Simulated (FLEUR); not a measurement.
## Pb: equation of state with SCAN

The system is Pb.

```
Pb
1.0
    -1.97966    1.97966    1.97966
     1.97966   -1.97966    1.97966
     1.97966    1.97966   -1.97966
Pb
1
Cartesian
  0.0000 0.0000 0.0000
```

This isn't the form of Pb at room conditions, which is fcc.

- Program: FLEUR MaX-R8.1 (later development tree)
- Task: equation of state
- Functional: SCAN
- Potentials or basis: all-electron
- Basis: FLAPW
- Kmax: 4.1 1/bohr
- k mesh: 9 × 9 × 9
- Occupations: fermi-dirac, width 0.05 eV
- Spin: no spin polarisation
- Gmax: 12.7 1/bohr
- Muffin-tin radii: Pb 2.66 bohr
- lmax: Pb 10
- lnonsphr: Pb 10
- Local orbitals a species: Pb 5

```json
{
  "Equilibrium volume": "30.39 Å³/atom",
  "Bulk modulus": "44 GPa"
}
```

Energy against volume, from the lowest point:
| volume (Å³/atom) | energy (meV/atom) |
| --- | --- |
| 29.172 | 5.77 |
| 29.792 | 0.00 |
| 31.034 | 0.04 |
| 32.275 | 12.32 |
| 32.896 | 22.03 |

Caveat: the meta-GGA is that of a development version, with a GGA for the radial functions and cores and without core tails. Spin-orbit coupling is left out, which matters for the levels of Pb.
